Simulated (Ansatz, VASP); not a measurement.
## CaSe: VASP beside Ansatz

The input INCAR:

```
SYSTEM = CaSe
PREC = Accurate ; ENCUT = 520
EDIFF = 1E-6 ; ISMEAR = -1
SIGMA = 0.02 ; LREAL = .FALSE.
LASPH = .TRUE. ; NELM = 80
ALGO = Normal ; ISIF = 2
LWAVE = .FALSE. ; LCHARG = .FALSE.
GGA = PE ; NBANDS = 15
```

KPOINTS

```
Automatic mesh
0
G
  8 8 8
  0 0 0
```

Contents of POSCAR:

```
CaSe
1.0
    0.0000000000      3.1046352338      3.1046352338
    3.1046352338      0.0000000000      3.1046352338
    3.1046352338      3.1046352338      0.0000000000
Ca Se
1 1
Direct
    0.0000000000      0.0000000000      0.0000000000
    0.5000000000      0.5000000000      0.5000000000
```

Input for Ansatz:

```yaml
crystal:
  lattice:
    - [0.0, 3.1046352338, 3.1046352338]
    - [3.1046352338, 0.0, 3.1046352338]
    - [3.1046352338, 3.1046352338, 0.0]
  atoms:
    - { symbol: Ca, position: [0.0, 0.0, 0.0] }
    - { symbol: Se, position: [0.5, 0.5, 0.5] }
kpoints:
  mp_grid: { grid: [8, 8, 8] }
  band_path:
    path:
      - [0.0, 0.0, 0.0]
      - [0.5, 0.0, 0.5]
      - [0.625, 0.25, 0.625]
      - [0.375, 0.375, 0.75]
      - [0.5, 0.5, 0.5]
      - [0.5, 0.25, 0.75]
    npoints: 1
hamiltonian:
  xc: pbe
scf:
  occupations: { method: fermi_dirac, width: 0.02 }
  n_extra_bands: 4
output:
  forces: true
  stress: true
  eigenvalues: true
```

Change from the starting cell: hydrostatic strain +4.6%.

Alike in both runs: task single point; functional PBE; k mesh 8 × 8 × 8; occupations fermi-dirac, width 0.02 eV; no spin polarisation.

|  | VASP | Ansatz |
| --- | --- | --- |
| version | VASP 6.6.1 | Ansatz 0.2.0 |
| potentials or method | VASP PAW PBE potentials, release 64 (Ca_sv, Se) | plane waves, PAW |
| plane-wave cutoff (eV) | 520 | 420 |
| valence electrons in the cell | 16 | 26 |

```tsv
	VASP	Ansatz	Ansatz less VASP
gap on the k mesh at the Fermi level (eV)	2.30	2.31	+0.006
pressure (GPa)	-4.5	-4.6	-0.09
```

The two sets of potentials don't hold the same shells in valence.

A k mesh can miss the band edges.
